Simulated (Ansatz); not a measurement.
Band structure of Sn

```yaml
crystal:
  lattice:
    - [-1.59075, 1.59075, 2.91565]
    - [1.59075, -1.59075, 2.91565]
    - [1.59075, 1.59075, -2.91565]
  atoms:
    - { symbol: Sn, position: [0.00000, 0.00000, 0.00000] }
```

Conventional cell: a = 3.182 Å, b = 3.182 Å, c = 5.831 Å, α = 90.00°, β = 90.00°, γ = 90.00°. Sn (atom 1) is surrounded by 4 Sn at 3.18 Å.

The cell is COD entry 1540069, as deposited and not checked against the literature; nothing was relaxed.

Theory: DFT, PBE, all-electron LAPW, Dirac equation with spin-orbit coupling (Ansatz 0.2.0).

Sampling and basis: a Γ-centred 18×18×18 k mesh, Fermi–Dirac smearing of 0.03 eV, basis error target 1 meV/atom, no spin polarisation.

Points in fractions of the reciprocal vectors of this cell: Γ (0, 0, 0), X (0, 0, 0.5), P (0.25, 0.25, 0.25), N (0, 0.5, 0), M (0.5, 0.5, -0.5), S (0.324, 0.676, -0.324), S0 (-0.324, 0.324, 0.324). The path joins them by straight lines in the order Γ–X–P–N–Γ–M–S–S0–Γ; legs that retrace an earlier one aren't tabulated. Energies are in eV from the Fermi level.

**Question.** Is there a gap?

**Answer.** none: bands cross the Fermi level, a metal.

**Question.** List the levels between -8 and 5 eV at the symmetry points.

**Answer.** 
Γ: none in this range
X: -3.68 (×2), -2.56 (×2), 0.36 (×2), 2.32 (×2), 4.38 (×2)
P: -3.59 (×2), -1.64 (×2), -1.27 (×2), 1.11 (×2)
N: -6.55 (×2), -4.18 (×2), 2.84 (×2)
M: -7.24 (×2), -4.23 (×2), 4.02 (×2), 4.50 (×2)
S: -5.99 (×2), -2.73 (×2), -2.20 (×2)
S0: -5.99 (×2), -2.73 (×2), -2.20 (×2)
